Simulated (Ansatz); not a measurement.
# KCl: a single-point run

Aim: a sound single-point run of KCl. The structure is shown as the input types it.

Program: Ansatz 0.2.0. Level of theory: density functional or hybrid calculation with the settings of its input, plane waves (as first typed). These are calculated values, not measurements.

2 further runs of the same task are left out: 2 that didn't finish.

## (1) The starting structure

It takes space group Pm-3m (No. 221, cubic). The conventional cell has a = 3.771 Å, b = 3.771 Å, c = 3.771 Å, α = 90.00°, β = 90.00°, γ = 90.00°. Around K (site symmetry m-3m) lie 8 Cl at 3.27 Å. Around Cl (site symmetry m-3m) lie 8 K at 3.27 Å.

Structure file:

```xyz
2
Lattice="3.7708 0.0000 0.0000 0.0000 3.7708 0.0000 0.0000 0.0000 3.7708" Properties=species:S:1:pos:R:3 pbc="T T T"
K     0.0000    0.0000    0.0000
Cl    1.8854    1.8854    1.8854
```

## (2) The run

input.yaml reads:

```yaml
crystal:
  lattice:
    - [3.7708085932, 0.0, 0.0]
    - [0.0, 3.7708085932, 0.0]
    - [0.0, 0.0, 3.7708085932]
  atoms:
    - { symbol: K, position: [0.0, 0.0, 0.0] }
    - { symbol: Cl, position: [0.5, 0.5, 0.5] }
kpoints:
  mp_grid: { grid: [6, 6, 6] }
hamiltonian:
  xc: r2scan
scf:
  occupations: { method: fixed }
  n_extra_bands: 4
  convergence: { dr2_threshold: 0.01 }
  max_iter: 58
output:
  forces: true
  stress: true
  eigenvalues: true
```

The run is started by

```console
> ansatz run input.yaml --threads 4 --pin off --max-ram 3686MiB --backend cpu --events-out ev --progress --plain --runs-dir out
```

What happens when this is run?

This run ends as converged, with warnings (force scf threshold loose, stress scf threshold loose). Its log warns: «scf.convergence.dr2_threshold = 1e-2 eV is looser than this run's default, which is 1e-7 eV or tighter. The error in the forces grows as the threshold's square root ...»

The threshold asked is loose, but the program put off the close and ended at dr2 = 8.4e-10, so little accuracy was lost here.

The test: delete scf.convergence.dr2_threshold (the default then holds).
